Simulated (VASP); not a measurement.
Ge: electric field gradients with PBE

Ge:

```
Ge
1.0
     0.00000   -2.09836   -2.09836
     0.00000    2.09836   -2.09836
     4.19672    0.00000    0.00000
Ge
2
Cartesian
  2.3019 -0.1270 -2.2039
  3.9932 -1.9714 -1.9928
```

This isn't the form of Ge at room conditions, which is diamond.

The cell isn't the ideal one: a zone-boundary wave of random shape, sigma 0.15 Å.

```yaml
Program: VASP 6.6.1
Task: electric field gradients
Functional: PBE
Potentials_or_basis: VASP PAW PBE potentials, release 64 (Ge_d)
Cutoff: 520 eV
k_mesh: 9 × 9 × 6
Occupations: gaussian, width 0.02 eV
Spin: no spin polarisation
Further_INCAR_settings: ALGO = Fast; EDIFF = 1e-08
```

| Item | Value |
| --- | --- |
| Pressure | 10.0 GPa |
| Largest force | 1.659 eV/Å |
| Band gap on the k mesh | none (metal or under the smearing width) |

Forces on the atoms (eV/Å):
```
Ge  -1.607  0.325  0.251
Ge   1.607 -0.325 -0.251
```

Stress tensor (GPa, compression positive):
```
14.00 -3.85 -3.08
-3.85  8.17 -1.17
-3.08 -1.17  7.92
```

Levels at points of the mesh, in eV from the Fermi level:
```tsv
k point	band 12	band 13	band 14	band 15	band 16	band 17
(0.00, 0.00, 0.00)	-5.41	-4.06	2.12	2.53	5.10	6.13
(0.00, 0.00, 0.50)	-9.83	2.84	3.10	4.00	4.42	6.27
```

Electric field gradients, principal values (V/Å²):
| atom | Vxx | Vyy | Vzz |
| --- | --- | --- | --- |
| 1 Ge | 16.704 | 38.004 | -54.709 |
| 2 Ge | 16.704 | 38.004 | -54.709 |

It took 84 s on 1 thread of Intel(R) Xeon(R) Platinum 8488C (Sapphire Rapids), with other jobs on the host, peak memory 0.25 GiB.

Caveat: forces of over 1 eV/Å show positions far from the minimum, so gaps and moduli don't describe the material at rest.
